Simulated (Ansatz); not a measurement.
Before relaxation, CH put at a bridge Si-Si site (Si, P6_3/mmc (No. 194), (0 0 1) face):

```
CELL_PARAMETERS angstrom
3.82489 0.00000 0.00000
-1.91244 3.31245 0.00000
0.00000 0.00000 33.54543
ATOMIC_POSITIONS crystal
Si 0.33333 0.66667 0.25339
Si 0.66667 0.33333 0.27714
Si 0.66667 0.33333 0.34765
Si 0.33333 0.66667 0.37141
Si 0.33333 0.66667 0.44192
Si 0.66667 0.33333 0.46579
Si 0.66667 0.33333 0.53648
Si 0.33333 0.66667 0.55971
Si 0.33333 0.66667 0.63128
Si 0.66667 0.33333 0.65119
C 0.16667 0.83333 0.67683
H 0.16667 0.83333 0.70962
```

Method: Ansatz, DFT PBEsol, scalar-relativistic, plane waves, PAW. Plane waves to 420 eV, a k mesh through Γ of 9×9×1 on the computed 12-atom cell and Gaussian smearing (0.05 eV); collinear spin from starting moments 0 0 0 0 0 0 0 0 0 0 1 0 μB. The cell repeats along c with a dipole correction in the vacuum.

Atoms 1, 2, 3, 4, 5 (counted from 1) are held. The cell is fixed. Force threshold 0.03 eV/Å.

Problem. Where does it end?

Solution. The energy falls by 1.150 eV in 10 steps, to:

```
Si C H
1.0
     3.82489    0.00000    0.00000
    -1.91244    3.31245    0.00000
     0.00000    0.00000   33.54543
Si C H
10 1 1
Direct
  0.33333 0.66667 0.25339
  0.66667 0.33333 0.27714
  0.66667 0.33333 0.34765
  0.33333 0.66667 0.37141
  0.33333 0.66667 0.44192
  0.66654 0.33346 0.46567
  0.65966 0.34034 0.53621
  0.32567 0.67433 0.56020
  0.42196 0.57804 0.62663
  0.72853 0.27147 0.65745
  0.26057 0.73943 0.67466
  0.37792 0.62208 0.69833
```

The end is the local minimum or symmetric point that this start leads to.

The reference crystal is a form of Si, which isn't its usual structure.

Cost: 1 run of about 23 core-minutes, on Arm Neoverse V2 (shared hosts).